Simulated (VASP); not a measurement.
# SiO2 (P4_12_12) in VASP: relaxation of cell and atoms with PBEsol

Aim: the relaxation of cell and atoms of SiO2 with PBEsol.

Program: VASP 6.6.1. These are calculated values, not measurements. Logs are shortened: lines on timing, memory, paths and dates and some standing lists are left out, and cuts for length are marked.

**1. The structure**

It takes space group P4_12_12 (No. 92, tetragonal). The conventional cell has a = 4.988 Å, b = 4.988 Å, c = 6.970 Å, α = 90.00°, β = 90.00°, γ = 90.00°. Around Si (site symmetry 2) lie 4 O at 1.59 to 1.60 Å. O (site symmetry 1) has 2 Si at 1.59 to 1.60 Å as nearest neighbours.

**2. Relaxation of cell and atoms, PBEsol**

File INCAR:

```
PREC = Accurate
ENCUT = 600
EDIFF = 1E-7
ISMEAR = 0
SIGMA = 0.02
LREAL = False
LASPH = True
NELM = 80
ALGO = Normal
ISIF = 3
LWAVE = False
LCHARG = False
GGA = PS
IBRION = 2
NSW = 90
EDIFFG = -0.005
```

File KPOINTS:

```
Automatic mesh
0
Gamma
  4 4 4
```

File POSCAR:

```
SiO2
1.0
    4.9877000000      0.0000000000      0.0000000000
    0.0000000000      4.9877000000      0.0000000000
    0.0000000000      0.0000000000      6.9697000000
Si O
4 8
Direct
    0.2949000000      0.2949000000      0.0000000000
    0.2051000000      0.7949000000      0.2500000000
    0.7051000000      0.7051000000      0.5000000000
    0.7949000000      0.2051000000      0.7500000000
    0.2416000000      0.0968000000      0.1747000000
    0.4032000000      0.7416000000      0.4247000000
    0.7584000000      0.9032000000      0.6747000000
    0.5968000000      0.2584000000      0.9247000000
    0.7416000000      0.4032000000      0.5753000000
    0.9032000000      0.7584000000      0.3253000000
    0.2584000000      0.5968000000      0.0753000000
    0.0968000000      0.2416000000      0.8253000000
```

Potentials or basis: VASP PAW PBE potentials, release 64 (Si, O).

The run is started by

```
$ cat potpaw_PBE.64/Si/POTCAR potpaw_PBE.64/O/POTCAR > POTCAR
$ mpirun -np 1 vasp_std > vasp.out
```

OUTCAR:

```text
PREC = Accurate
   ENCUT = 600
   EDIFF = 1E-7
   ISMEAR = 0
   LREAL = False
   LASPH = True
   NELM = 80
   ISIF = 3
   GGA = PS
   IBRION = 2
   NSW = 90
   EDIFFG = -0.005

 ion  position               nearest neighbor table
   1  0.295  0.295  0.000-   5 1.59  12 1.59  11 1.60   8 1.60   2 3.08   4 3.08   2 3.08   4 3.08

   2  0.205  0.795  0.250-   6 1.59  11 1.59  10 1.60   5 1.60   1 3.08   3 3.08   1 3.08   3 3.08

   3  0.705  0.705  0.500-   7 1.59  10 1.59   9 1.60   6 1.60   2 3.08   4 3.08   4 3.08   2 3.08

   4  0.795  0.205  0.750-   8 1.59   9 1.59   7 1.60  12 1.60   1 3.08   3 3.08   3 3.08   1 3.08

   5  0.242  0.097  0.175-   1 1.59   2 1.60
   6  0.403  0.742  0.425-   2 1.59   3 1.60
   7  0.758  0.903  0.675-   3 1.59   4 1.60
   8  0.597  0.258  0.925-   4 1.59   1 1.60
   9  0.742  0.403  0.575-   4 1.59   3 1.60
  10  0.903  0.758  0.325-   3 1.59   2 1.60
  11  0.258  0.597  0.075-   2 1.59   1 1.60
  12  0.097  0.242  0.825-   1 1.59   4 1.60

  LATTYP: Found a simple tetragonal cell.
 ALAT       =     4.9877000000
 C/A-ratio  =     1.3973775488

  Lattice vectors:

 A1 = (   4.9877000000,   0.0000000000,   0.0000000000)
 A2 = (   0.0000000000,   4.9877000000,   0.0000000000)
 A3 = (   0.0000000000,   0.0000000000,   6.9697000000)

Analysis of symmetry for initial positions (statically):
=====================================================================
 Subroutine PRICEL returns:
 Original cell was already a primitive cell.

 Routine SETGRP: Setting up the symmetry group for a
 simple tetragonal supercell.

 Subroutine GETGRP returns: Found  8 space group operations
 (whereof  2 operations were pure point group operations)
 out of a pool of 16 trial point group operations.

The static configuration has the point symmetry C_2 .
 The point group associated with its full space group is D_4 .

Analysis of symmetry for dynamics (positions and initial velocities):
=====================================================================
 Subroutine PRICEL returns:
 Original cell was already a primitive cell.

 Routine SETGRP: Setting up the symmetry group for a
 simple tetragonal supercell.

 Subroutine GETGRP returns: Found  8 space group operations
 (whereof  2 operations were pure point group operations)
 out of a pool of 16 trial point group operations.

The dynamic configuration has the point symmetry C_2 .
 The point group associated with its full space group is D_4 .

 Subroutine INISYM returns: Found  8 space group operations
 (whereof  2 operations are pure point group operations),
 and found     1 'primitive' translations

----------------------------------------------------------------------------------------

                                     Primitive cell

  volume of cell :     173.3863

  direct lattice vectors                    reciprocal lattice vectors
     4.987700000  0.000000000  0.000000000     0.200493213  0.000000000  0.000000000
     0.000000000  4.987700000  0.000000000     0.000000000  0.200493213  0.000000000
     0.000000000  0.000000000  6.969700000     0.000000000  0.000000000  0.143478198

  length of vectors
     4.987700000  4.987700000  6.969700000     0.200493213  0.200493213  0.143478198

  position of ions in fractional coordinates (direct lattice)
     0.294900000  0.294900000  0.000000000
     0.205100000  0.794900000  0.250000000
     0.705100000  0.705100000  0.500000000
     0.794900000  0.205100000  0.750000000
     0.241600000  0.096800000  0.174700000
     0.403200000  0.741600000  0.424700000
     0.758400000  0.903200000  0.674700000
     0.596800000  0.258400000  0.924700000
     0.741600000  0.403200000  0.575300000
     0.903200000  0.758400000  0.325300000
     0.258400000  0.596800000  0.075300000
     0.096800000  0.241600000  0.825300000

  ion indices of the primitive-cell ions
   primitive index   ion index
                 1           1
                 2           2
                 3           3
                 4           4
                 5           5
                 6           6
                 7           7
                 8           8
                 9           9
                10          10
                11          11
                12          12

----------------------------------------------------------------------------------------

 KPOINTS: Automatic mesh

Automatic generation of k-mesh.
 Grid dimensions read from file:
 generate k-points for:    4    4    4

 Generating k-lattice:

  Cartesian coordinates                     Fractional coordinates (reciprocal lattice)
     0.050123303  0.000000000  0.000000000     0.250000000  0.000000000  0.000000000
     0.000000000  0.050123303  0.000000000     0.000000000  0.250000000  0.000000000
     0.000000000  0.000000000  0.035869550     0.000000000  0.000000000  0.250000000

  Length of vectors
     0.050123303  0.050123303  0.035869550

  Shift w.r.t. Gamma in fractional coordinates (k-lattice)
     0.000000000  0.000000000  0.000000000

 Subroutine IBZKPT returns following result:
 ===========================================

 Found     18 irreducible k-points:

 Following reciprocal coordinates:
            Coordinates               Weight
  0.000000  0.000000  0.000000      1.000000
  0.250000  0.000000  0.000000      4.000000
  0.500000  0.000000  0.000000      2.000000
  0.250000  0.250000  0.000000      4.000000
  0.500000  0.250000  0.000000      4.000000
  0.500000  0.500000  0.000000      1.000000
[... 10 lines left out ...]
  0.500000  0.250000  0.500000      4.000000
  0.500000  0.500000  0.500000      1.000000
   k-points           NKPTS =     18   k-points in BZ     NKDIM =     18   number of bands    NBANDS=     39
   number of dos      NEDOS =    301   number of ions     NIONS =     12
   total plane-waves  NPLWV =  89600
   dimension x,y,z NGX =    40 NGY =   40 NGZ =   56
   dimension x,y,z NGXF=    80 NGYF=   80 NGZF=  112
   ions per type =               4   8
   NGX,Y,Z   is equivalent  to a cutoff of  13.33, 13.33, 13.36 a.u.
   NGXF,Y,Z  is equivalent  to a cutoff of  26.66, 26.66, 26.71 a.u.
 SYSTEM =  unknown system
   PREC   = accura    normal or accurate (medium, high low for compatibility)
   ISTART =      0    job   : 0-new  1-cont  2-samecut
   ICHARG =      2    charge: 1-file 2-atom 10-const
   ISPIN  =      1    spin polarized calculation?
   LNONCOLLINEAR =      F non collinear calculations
   LSORBIT =      F    spin-orbit coupling
   LASPH  =      T    aspherical Exc in radial PAW
   ENCUT  =  600.0 eV  44.10 Ry    6.64 a.u.   9.96  9.96 13.92*2*pi/ulx,y,z
   NELM   =     80;   NELMIN=  2; NELMDL= -5     # of ELM steps
   EDIFF  = 0.1E-06   stopping-criterion for ELM
   LREAL  =      F    real-space projection
   EDIFFG = -.5E-02   stopping-criterion for IOM
   NSW    =     90    number of steps for IOM
   IBRION =      2    ionic relax: 0-MD 1-quasi-New 2-CG
   NFREE  =      1    steps in history (QN), initial steepest desc. (CG)
   ISIF   =      3    stress and relaxation
   ISYM   =      2    0-nonsym 1-usesym 2-fastsym
   POTIM  = 0.5000    time-step for ionic-motion
   TEBEG  =    0.0;   TEEND  =   0.0 temperature during run
   PSTRESS=    0.0 pullay stress
   NELECT =      64.0000    total number of electrons
   NUPDOWN=      -1.0000    fix difference up-down
   EMIN   =  10.00;   EMAX   =-10.00  energy-range for DOS
   EFERMI =   0.00;   METHOD = LEGACY
   ISMEAR =     0;   SIGMA  =   0.02  broadening in eV -4-tet -1-fermi 0-gaus
   EFERMI_NEDOS =   21; number of points for ismear=-14 and -15
   IALGO  =     38    algorithm
   IMIX   =      4    mixing-type and parameters
     AMIX     =   0.40;   BMIX     =  1.00
     AMIX_MAG =   1.60;   BMIX_MAG =  1.00
  volume/ion in A,a.u.               =      14.45        97.51
  Fermi-wavevector in a.u.,A,eV,Ry     =   1.174347  2.219195 18.763682  1.379092
  Thomas-Fermi vector in A             =   2.310746
   LORBIT       =      0    0 simple, 1 ext, 2 COOP (PROOUT), +10 PAW based schemes
   GGA     = PS    functional components
   LHFCALC =     F    Hartree Fock is set to
   AEXX    =    0.0000 exact exchange contribution
   IVDW    =     0    specifies the selected vdW correction
   LEPSILON=     F    determine dielectric tensor
   LRPA    =     F    only Hartree local field effects (RPA)
 conjugate gradient relaxation of ions
 non-spin polarized calculation
 Gauss-broadening in eV      SIGMA  =   0.02
  energy-cutoff  :      600.00
  volume of cell :      173.39
 maximum number of plane-waves:      5808
 NGX is ok and might be reduce to    40
   NGX = 19   NGY = 19   NGZ = 27

--------------------------------------- Ionic step        1  -------------------------------------------

 number of electron      64.0000017 magnetization

 Free energy of the ion-electron system (eV)
  ---------------------------------------------------
  ext. energy  EPLUGINS =         0.00000000
  ---------------------------------------------------
  free energy    TOTEN  =       -98.55192101 eV

  energy without entropy =      -98.55192101  energy(sigma->0) =      -98.55192101

------------------------ aborting loop because EDIFF is reached ----------------------------------------

  FORCE on cell =-STRESS in cart. coord.  units (eV):
  Direction    XX          YY          ZZ          XY          YZ          ZX
  --------------------------------------------------------------------------------------
  -------------------------------------------------------------------------------------
  Total        6.8430561      6.8430561      8.9642601      0.0000000      0.0000000     -0.0000000
  in kB       63.2333146     63.2333146     82.8343179      0.0000000      0.0000000     -0.0000000
  external PRESSURE =      69.7669823 kB  Pullay stress =       0.0000000 kB
[... 119 lines left out ...]
  FREE ENERGIE OF THE ION-ELECTRON SYSTEM (eV)
  ---------------------------------------------------
  free  energy   TOTEN  =       -98.7021734303 eV

  energy  without entropy=      -98.7021734303  energy(sigma->0) =      -98.70217343

 E-fermi :   0.0142     XC(G=0):  -8.4058

 val. band max:       -0.1609853835   @ k =   0.0000   0.0000   0.0000
 cond. band min:       5.4010826866   @ k =   0.0000   0.0000   0.0000
 fundamental gap:      5.5620680701
 Fermi energy:         0.0142278015

 k-point     1 :       0.0000    0.0000    0.0000
  band No.  band energies     occupation
      1     -19.4800      2.00000
      2     -18.5892      2.00000
      3     -18.5892      2.00000
      4     -17.4294      2.00000
      5     -17.3919      2.00000
      6     -17.3894      2.00000
[... 745 lines left out ...]
     38       9.4518      0.00000
     39       9.4518      0.00000

[... ionic steps 4 to 61 ...]

--------------------------------------- Ionic step       62  -------------------------------------------

 number of electron      64.0000009 magnetization

------------------------ aborting loop because EDIFF is reached ----------------------------------------
[... 87 lines left out ...]
--------------------------------------- Ionic step       64  -------------------------------------------

 number of electron      64.0000008 magnetization

 Free energy of the ion-electron system (eV)
  ---------------------------------------------------
  ext. energy  EPLUGINS =         0.00000000
  ---------------------------------------------------
  free energy    TOTEN  =       -98.71507474 eV

  energy without entropy =      -98.71507474  energy(sigma->0) =      -98.71507474

 E-fermi :  -0.0668     XC(G=0):  -8.4137

 val. band max:       -0.1521003910   @ k =   0.0000   0.0000   0.0000
 cond. band min:       5.4128209612   @ k =   0.0000   0.0000   0.0000
 fundamental gap:      5.5649213523
 Fermi energy:        -0.0668249951

 k-point     1 :       0.0000    0.0000    0.0000
  band No.  band energies     occupation
      1     -19.4738      2.00000
      2     -18.5820      2.00000
      3     -18.5820      2.00000
      4     -17.4214      2.00000
      5     -17.3838      2.00000
      6     -17.3815      2.00000
[... 784 lines left out ...]
  FREE ENERGIE OF THE ION-ELECTRON SYSTEM (eV)
  ---------------------------------------------------
  free  energy   TOTEN  =       -98.7150747382 eV

  energy  without entropy=      -98.7150747382  energy(sigma->0) =      -98.71507474

 reached required accuracy - stopping structural energy minimisation
```

Wall time 45 min (1 thread of Intel Xeon Platinum 8488C (Sapphire Rapids), shared host); peak memory 0.35 GiB.

Results:

* Free energy: -98.7151 eV
* Relaxed volume: 14.78 Å³/atom
* Relaxed cell: a = 5.030 Å, b = 5.030 Å, c = 7.008 Å, α = 90.00°, β = 90.00°, γ = 90.00°
* Space group after relaxing (to 0.05 Å): P4_12_12 (No. 92)
* Energy gained by relaxing: 13.6 meV/atom
* Ionic steps: 64
* Pressure after relaxing: 0.0 GPa
* Largest force after relaxing: 0.004 eV/Å
* Band gap on the k mesh: 5.56 eV, direct

Forces in eV/Å, atoms in the order of the input:
```
Si   0.001  0.001  0.000
Si  -0.001  0.001  0.000
Si  -0.001 -0.001  0.000
Si   0.001 -0.001  0.000
O   -0.002  0.003  0.000
O   -0.003 -0.002  0.000
O    0.002 -0.003  0.000
O    0.003  0.002  0.000
O   -0.002 -0.003  0.000
O   -0.003  0.002  0.000
O    0.002  0.003  0.000
O    0.003 -0.002  0.000
```

The path:
| step | energy change (eV) | largest force (eV/Å) | pressure (GPa) | volume (Å³) |
| --- | --- | --- | --- | --- |
| 1 | 0.0000 | 0.6137 | 6.98 | 173.39 |
| 3 | -0.1503 | 0.3450 | 0.73 | 179.02 |
| 5 | -0.1045 | 0.7538 | -2.05 | 182.01 |
| 7 | -0.1607 | 0.0296 | -0.07 | 179.80 |
| 9 | -0.1611 | 0.0337 | 0.14 | 179.58 |
| 11 | -0.1614 | 0.0237 | 0.05 | 179.66 |
| 13 | -0.1615 | 0.0126 | -0.03 | 179.72 |
| 15 | -0.1616 | 0.0086 | -0.07 | 179.68 |
| 17 | -0.1617 | 0.0222 | -0.14 | 179.59 |
| 19 | -0.1617 | 0.0188 | -0.12 | 179.49 |
| 21 | -0.1618 | 0.0185 | -0.07 | 179.29 |
| 23 | -0.1619 | 0.0196 | 0.02 | 179.15 |
| 25 | -0.1619 | 0.0245 | 0.11 | 179.02 |
| 27 | -0.1621 | 0.0167 | 0.10 | 178.97 |
| 29 | -0.1622 | 0.0405 | 0.06 | 178.75 |
| 31 | -0.1623 | 0.0168 | 0.03 | 178.82 |
| 33 | -0.1624 | 0.0132 | -0.01 | 178.83 |
| 35 | -0.1624 | 0.0102 | -0.04 | 178.81 |
| 37 | -0.1625 | 0.0219 | -0.17 | 178.72 |
| 39 | -0.1625 | 0.0154 | -0.13 | 178.73 |
| 41 | -0.1626 | 0.0120 | -0.08 | 178.58 |
| 43 | -0.1627 | 0.0144 | -0.01 | 178.37 |
| 45 | -0.1627 | 0.0260 | 0.05 | 178.24 |
| 47 | -0.1628 | 0.0154 | 0.04 | 178.16 |
| 49 | -0.1629 | 0.0324 | 0.02 | 177.78 |
| 51 | -0.1630 | 0.0115 | -0.03 | 177.93 |
| 53 | -0.1630 | 0.0076 | -0.05 | 177.87 |
| 55 | -0.1631 | 0.0162 | -0.07 | 177.70 |
| 57 | -0.1631 | 0.0156 | 0.01 | 177.32 |
| 59 | -0.1631 | 0.0051 | -0.01 | 177.42 |
| 61 | -0.1631 | 0.0093 | 0.06 | 177.30 |
| 63 | -0.1631 | 0.0058 | 0.03 | 177.35 |
| 64 | -0.1632 | 0.0042 | 0.03 | 177.33 |

Final structure:
```xyz
12
Lattice="5.0304 0.0000 0.0000 0.0000 5.0304 0.0000 0.0000 0.0000 7.0078" Properties=species:S:1:pos:R:3 pbc="T T T"
Si    1.5015    1.5015    0.0000
Si    1.0137    4.0167    1.7519
Si    3.5289    3.5289    3.5039
Si    4.0167    1.0137    5.2558
O     1.2053    0.5144    1.2501
O     2.0008    3.7205    3.0020
O     3.8251    4.5160    4.7540
O     3.0296    1.3099    6.5059
O     3.7205    2.0008    4.0058
O     4.5160    3.8251    2.2538
O     1.3099    3.0296    0.5019
O     0.5144    1.2053    5.7577
```

Caveat: the PAW data sets were made with another functional, which shifts forces and pressure a little. A k mesh can miss the band edges.
